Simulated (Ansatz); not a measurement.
# SiMo3: work and stress of cleavage

Level of theory: Ansatz 0.2.0, DFT PBE, scalar-relativistic, plane waves, PAW. Cutoff 420 eV, Γ-centred 8×8×4 k-points, Gaussian smearing of 0.15 eV. No spin polarisation. Energies are free energies at this smearing, counted from the undisturbed cell; pressure is positive in compression.

The undisturbed cell (relaxed at this level; it needn't be the usual structure):

```
CELL_PARAMETERS angstrom
0.00000 -4.90645 0.00000
0.00000 0.00000 -4.90645
9.81291 0.00000 0.00000
ATOMIC_POSITIONS crystal
Si 0.00000 0.00000 0.31250
Si 0.00000 0.00000 0.81250
Si 0.50000 0.50000 0.06250
Si 0.50000 0.50000 0.56250
Mo 0.00000 0.50000 0.93750
Mo 0.00000 0.50000 0.43750
Mo 0.25000 0.00000 0.06250
Mo 0.25000 0.00000 0.56250
Mo 0.00000 0.50000 0.18750
Mo 0.00000 0.50000 0.68750
Mo 0.75000 0.00000 0.06250
Mo 0.75000 0.00000 0.56250
Mo 0.50000 0.25000 0.81250
Mo 0.50000 0.25000 0.31250
Mo 0.50000 0.75000 0.81250
Mo 0.50000 0.75000 0.31250
```

The cut lies on the cell's a–b face, a (1 0 0) plane (indices in the standard cell, whose axes needn't be the Cartesian ones shown) of area 24.07 Å², between layers 1.23 Å apart. Vector c is lengthened by d along the normal with the atoms' Cartesian places fixed: one unrelaxed cut a cell. The traction is positive where the two halves pull on each other.

```csv
d (Å),energy (J/m²),traction (GPa)
-0.30,1.09,-85.4
0.00,0.00,0.0
0.25,0.41,28.1
0.50,1.24,36.4
1.00,2.98,30.5
1.50,4.22,19.5
2.00,4.98,11.1
3.00,5.59,2.8
6.00,5.76,0.0
```

Task: What are the work of separation and the cleavage stress, and do they fit the universal binding curve?

Result: The energy levels off near W ≈ 5.76 J/m² (the traction is down to 0.0 GPa), the energy of the two unrelaxed faces, 2.88 J/m² each on average. The largest sampled traction is 36.4 GPa at d = 0.50 Å, and a parabola through it and its two neighbours peaks at σ_max ≈ 37.8 GPa, d ≈ 0.65 Å. The curve E = W[1 − (1 + d/ℓ)exp(−d/ℓ)] peaks in traction at d = ℓ with σ_max = W/(eℓ); with 1 J/m² per Å = 10 GPa this W and σ_max give ℓ = 0.56 Å. A parabola through that curve at the same three d peaks at 0.64 Å, against 0.65 Å here, a fair fit. Real crystals break at far lower stress, because cracks concentrate it, and on the plane of lowest W, which needn't be this one.

The cut is rigid; relaxing the faces lowers these energies and usually the stresses.

In a metal these slopes depend on the k mesh and the smearing.

Cost: 9 runs of about 30 core-minutes in all, on Oxide Virtual Turin-like Processor (Zen 5) (shared hosts).